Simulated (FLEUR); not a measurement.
**C: equation of state with RPBE**

**Experimental background.**

“Equation of state of cubic boron nitride at high pressures and temperatures”, 2007, arxiv:cond-mat/0702656 quotes, for a bulk crystal of C: bulk modulus 442 ± 5 GPa.

The system is C.

```
C
1.0
     0.00000    1.78337    1.78337
     1.78337    0.00000    1.78337
     1.78337    1.78337    0.00000
C
2
Direct
  0.75000 0.75000 0.75000
  0.50000 0.50000 0.50000
```

This isn't the form of C at room conditions, which is graphite.

```yaml
Program: FLEUR MaX-R8.1 (patched build s14)
Task: equation of state
Functional: RPBE
Potentials_or_basis: all-electron
Basis: FLAPW
Kmax: 5.34 1/bohr
k_mesh: 13 × 13 × 13
Occupations: fermi-dirac, width 0.05 eV
Spin: no spin polarisation
```

* Equilibrium volume: 5.78 Å³/atom
* Bulk modulus: 420 GPa
* Pressure derivative of the bulk modulus: 3.7 (rough: it moves with the points fitted)

Energy against volume, from the lowest point:
```tsv
volume (Å³/atom)	energy (meV/atom)
5.332	48.15
5.445	24.66
5.672	0.00
5.899	0.78
6.012	9.40
```

A measured bulk modulus of C is 442 GPa (quoted in “Equation of state of cubic boron nitride at high pressures and temperatures”, 2007, arxiv:cond-mat/0702656); the calculated 420 GPa misses it by -5.0 %. 3 values of this kind are on record (442 to 444.8 GPa); this one was drawn at random among those near their median, those with a stated uncertainty first. The fit is for a static lattice scaled at fixed shape and fixed fractional positions. The cell as given is a measured one (5.67 Å³/atom); RPBE puts the equilibrium volume +1.8 % from it, thermal expansion not counted.
